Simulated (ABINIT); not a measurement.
Runs of ABINIT 10.8.3 (patched build) on Ge. Symmetry: I4_1/amd, No. 141, tetragonal system. Conventional cell: a = 5.149 Å, b = 5.149 Å, c = 2.795 Å, α = 90.00°, β = 90.00°, γ = 90.00°. Around Ge (site symmetry -4m2) lie 6 Ge at 2.67 to 2.79 Å. This isn't the form of Ge at room conditions, which is diamond.

```tsv
share of exact exchange	gap on the mesh (eV)	pressure (GPa)
0.05	none	(b)
0.5	none	-15.3
0.15	none	-3.8
0.35	none	-10.2
0.25	none	(a)
```

Alike in all rows: task single point; level PBE0; potentials or basis SG15 NC PBE v1.2; no spin polarisation; cell as given; k mesh 3 × 3 × 3; cutoff (eV) 599; smearing fermi-dirac 0.05 eV; the mesh is coarse, so values aren't converged.

Estimate the missing entries.

(a) -7.0; (b) -0.6.

Caveats: all runs use coarse meshes; exact exchange is summed on a coarse mesh, which widens gaps by tenths of an eV; the potentials were made for another functional, which shifts forces and pressure.

A k mesh can miss the band edges, and the runs leave out spin-orbit coupling on Ge.

A gap of «none» marks a metal or a gap under the smearing width.
